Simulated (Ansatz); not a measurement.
Consider the following.

```
ZnTe
1.0
    0.00000     2.77197     2.77197
    2.77197     0.00000     2.77197
    2.77197     2.77197     0.00000
Te Zn
1 1
Direct
  0.75000   0.75000   0.75000
  0.00000   0.00000   0.00000
```

A single point on ZnTe with a change (pressure 30 GPa), its geometry relaxed with PBE.

Level of theory: HSE06 (Ansatz, a program for electronic structure, PAW, with spin-orbit coupling). Γ-centred 6×6×6 mesh, Fermi–Dirac width 0.01 eV.

Predict the band gap.

1.84 eV.

Predict the valence-band top at Γ (three highest Kramers pairs, from the VBM).

0.00, 0.00, -1.06 eV.

Single points use the geometry relaxed with PBE. HSE06 gaps are upper bounds (no full band path). Load acts through the strain it causes; cell and atoms are relaxed under it. No phonon test of stability was made. Measured, ZnTe leaves this structure (for cinnabar) near 9.5 GPa (temperature not stated; as listed in Datta, Sujoy, Jana, Debnarayan, arXiv (2020)), on rising pressure, with hysteresis. The cell was made from ZnTe in the zinc blende structure (space group F-43m, No. 216) by this change: pressure 30 GPa.
